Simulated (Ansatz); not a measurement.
# AlCo3 at several levels of theory

Method: DFT HSE06, scalar-relativistic, plane waves, PAW (Ansatz 0.2.0). The atoms stay where they are, in a cell that isn't relaxed at these levels; pressure is positive in compression. Site moments are spin moments in atom-centred spheres that scale with the neighbour distance.

```xyz
4
Lattice="3.5749 0.0000 0.0000 0.0000 3.5749 0.0000 0.0000 0.0000 3.5749" Properties=species:S:1:pos:R:3 pbc="T T T"
Al    0.0000    0.0000    0.0000
Co    1.7875    1.7875    0.0000
Co    1.7875    0.0000    1.7875
Co    0.0000    1.7875    1.7875
```

| Item | Value |
| --- | --- |
| plane-wave cutoff | 420 eV |
| Γ-centred k-mesh | 6×6×6 |
| occupation rule | Gaussian smearing, 0.1 eV |
| list of starting moments (μB, in atom order) | 0 1.76 1.76 1.76 |
| check for lower electronic states after the SCF | asked for but not made |

| fraction of exact exchange | gap on mesh (eV) | P (GPa) | site moments (μB) |
| --- | --- | --- | --- |
| 0.05 | metal | 0.6 | Al -0.07, Co +1.43 (×3) |
| 0.35 | metal | 9.3 | Al -0.12, Co +1.80 (×3) |

(1) What do the runs give for 0.1, 0.25?

## Answers

(1) They give:

| fraction of exact exchange | gap on mesh (eV) | P (GPa) | site moments (μB) |
| --- | --- | --- | --- |
| 0.1 | metal | 3.3 | Al -0.07, Co +1.56 (×3) |
| 0.25 | metal | 7.9 | Al -0.09, Co +1.76 (×3) |

Cost: 4 runs of about 15 core-minutes in all, on Arm Neoverse V1 (shared hosts).